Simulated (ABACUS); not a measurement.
# HfC under changes of volume

One of the cells (12.568 Å³/atom); the others are scaled copies at fixed shape and fractional positions:

```
CELL_PARAMETERS angstrom
0.00000 2.32500 2.32500
2.32500 0.00000 2.32500
2.32500 2.32500 0.00000
ATOMIC_POSITIONS crystal
Hf 0.50000 0.50000 0.50000
C 0.00000 0.00000 0.00000
```

- Program: ABACUS 3.10.1
- Functional: PBEsol
- Potentials or basis: PseudoDojo NC SR 0.4.1 PBEsol standard
- Cutoff: 1116 eV
- Density cutoff: 4463 eV
- Basis: plane waves
- k mesh: 10 × 10 × 10
- Occupations: fermi-dirac, width 0.05 eV
- Spin: no spin polarisation

```csv
volume (Å³/atom),energy over the lowest point (meV/atom),pressure (GPa)
11.814,?,?
12.065,1.84,3.8
12.317,0.00,-1.5
12.568,6.04,-6.2
12.819,19.20,-10.5
13.071,38.77,-14.4
13.322,64.13,-17.9
```

What does the run at 11.814 Å³/atom give?

Energy over the lowest point 12.40 meV/atom; pressure 9.6 GPa.

Worked out: A Birch-Murnaghan fit of order 3 (a polynomial in V^(-2/3)) to the other rows has its minimum at 12.25 Å³/atom with B0 = V·E''(V) = 251 GPa and B' = 4.0. It gives 12.38 meV/atom at 11.814 Å³/atom, against the run's 12.40, and -dE/dV = 9.7 GPa, against 9.6.

Energies are extrapolated to zero smearing.
